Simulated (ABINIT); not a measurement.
Here is an ABINIT 10.8.3 (patched build) calculation.

The input run.abi:

```
pp_dirpath "./"
pseudos "Zn.upf, S.upf"

acell 3*1.0
rprim
     0.0000000000     5.1060399887     5.1060399887
     5.1060399887     0.0000000000     5.1060399887
     5.1060399887     5.1060399887     0.0000000000
ntypat 2
znucl 30 16
natom 2
typat 1 2
xred
     0.7500000000     0.7500000000     0.7500000000
     0.0000000000     0.0000000000     0.0000000000

ecut 816.341587 eV

kptopt 1
ngkpt 7 7 7
nshiftk 1
shiftk 0.0 0.0 0.0

ixc 7

nband 17
occopt 3
tsmear 0.05 eV

nstep 100
tolvrs 1.0e-10

iomode 3
prtwf 0
prteig 0
prtebands 0
prtden 1
prtvha 1
prtvclmb 1
prtpot 1
prtelf 1
```

Potentials or basis: PseudoDojo NC SR LDA v0.4.1 standard.

Run with:

```bash
$ abinit run.abi > log 2>&1
```

Question: Estimate the band gap on the k mesh.

Answer: 1.85 eV, direct.

**The experiment to reproduce.**

From “Electronic, vibrational, and thermodynamic properties of ZnS (zincblende and rocksalt structure)”, 2009, arxiv:0911.5022, for a bulk crystal of ZnS at 19 K: band gap 3.85 eV (direct).

Against the measured gap of ZnS, 3.85 eV (direct; 19 K; quoted in “Electronic, vibrational, and thermodynamic properties of ZnS (zincblende and rocksalt structure)”, 2009, arxiv:0911.5022), the calculated 1.85 eV is off by -2.00 eV. So large a miss can be the level of theory's own, or it may mean another phase, state or a wrong row. The value is that of LDA, without temperature or zero-point motion. Semilocal functionals fall short of measured gaps as a rule.
